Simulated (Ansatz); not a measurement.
## Electric field gradients in HfO2

The cell is a structure deposited in the COD, taken as it stands.

```
CELL_PARAMETERS angstrom
5.11800 0.00000 0.00000
0.00000 5.18570 0.00000
-0.85866 0.00000 5.21387
ATOMIC_POSITIONS crystal
Hf 0.27550 0.03970 0.20800
Hf 0.72450 0.53970 0.29200
Hf 0.72450 0.96030 0.79200
Hf 0.27550 0.46030 0.70800
O 0.44870 0.75810 0.48010
O 0.55130 0.25810 0.01990
O 0.55130 0.24190 0.51990
O 0.44870 0.74190 0.98010
O 0.07420 0.33160 0.34670
O 0.92580 0.83160 0.15330
O 0.92580 0.66840 0.65330
O 0.07420 0.16840 0.84670
```

Atom numbers follow the list; atoms alike are taken as one site, whose name carries the number of the first.

All values are calculated (Ansatz; DFT, PBE, plane waves and PAW, scalar-relativistic, 420 eV cutoff, Γ-centred 5×5×5 k-points, Fermi–Dirac smearing 0.02 eV), not measured.

C_Q = eQV_zz/h, which is 24.18 MHz for Q = 1 b and V_zz = 10²¹ V/m²; η = (V_xx − V_yy)/V_zz.

177Hf: I = 7/2, Q = 3365 mb; ¹⁷O: I = 5/2, Q = -25.58 mb. Q values from Pyykkö, Mol. Phys. 116, 1328 (2018).

| site | atoms (order as listed) | first shell | V_zz (10²¹ V/m²) | η | C_Q (MHz) |
| --- | --- | --- | --- | --- | --- |
| Hf | 1, 2, 3, 4 | 7 O at 2.03–2.25 Å | 12.08 | 0.54 | 983 |
| O5 | 5, 6, 7, 8 | 4 Hf at 2.14–2.25 Å | 1.02 | 0.80 | -0.628 |
| O9 | 9, 10, 11, 12 | 3 Hf at 2.03–2.12 Å | 1.25 | 0.74 | -0.772 |

At this cell the PBE pressure is 6 GPa, so with PBE the cell would grow if it were relaxed. The largest force is 0.5 eV/Å, so the atoms aren't at the calculated equilibrium and relaxing them would move these values. Without spin–orbit coupling the gradients at and beside Hf can be off by some per cent, at some sites by more.
